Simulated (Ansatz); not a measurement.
Phases of Ti at 16 GPa

Structure types of Ti are relaxed in primitive cells with their symmetry kept at 16 GPa, first on PAW files, then by LAPW. The enthalpy is E + pV at zero temperature, without zero-point motion. Only the types listed were tried, and differences under about 5 meV/atom are mesh noise. The real phase may be another.

All numbers are PBE results (scalar-relativistic) from Ansatz 0.2.0, with Fermi–Dirac smearing of 0.1 eV, no spin polarisation. Methods: LAPW: all electrons, basis error target 0.5 meV/atom; PAW: frozen-core files, cutoff 420 eV.

k meshes: fcc 17×17×17, bcc 17×17×17, hcp 16×16×9, omega 8×8×11, beta tin 16×16×16, simple hexagonal 16×16×15.

Task: Order the types by LAPW enthalpy, lowest first.
A. beta tin
B. simple hexagonal
C. fcc
D. bcc
E. omega
F. hcp

Result: E (0 meV/atom), F (29 meV/atom), C (81 meV/atom), D (121 meV/atom), B (402 meV/atom), A (449 meV/atom).

```tsv
start type	ends as	a, b, c (Å)	V (Å³/atom)	H − H(lowest), LAPW (meV/atom)	same, PAW
fcc	fcc, Fm-3m	3.951, 3.951, 3.951	15.43	81.3	81.1
bcc	bcc, Im-3m	3.128, 3.128, 3.128	15.30	120.9	120.6
hcp	hcp, P6_3/mmc	2.824, 2.824, 4.484	15.49	29.1	28.9
omega	omega, P6/mmm	4.400, 4.400, 2.731	15.27	0.0	0.0
beta tin	beta tin, I4_1/amd	4.747, 4.747, 2.706	15.25	448.7	448.8
simple hexagonal	simple hexagonal, P6/mmm	2.625, 2.625, 2.592	15.47	402.4	402.1
```

Task: Split the lead of omega over hcp into energy and pV.

Result: For hcp less omega: ΔE = +6.9 meV/atom, and p·ΔV = 16 GPa × +0.2223 Å³ × 6.242 meV/(GPa·Å³) = +22.2 meV/atom, together 29.1 meV/atom. omega wins on both counts.
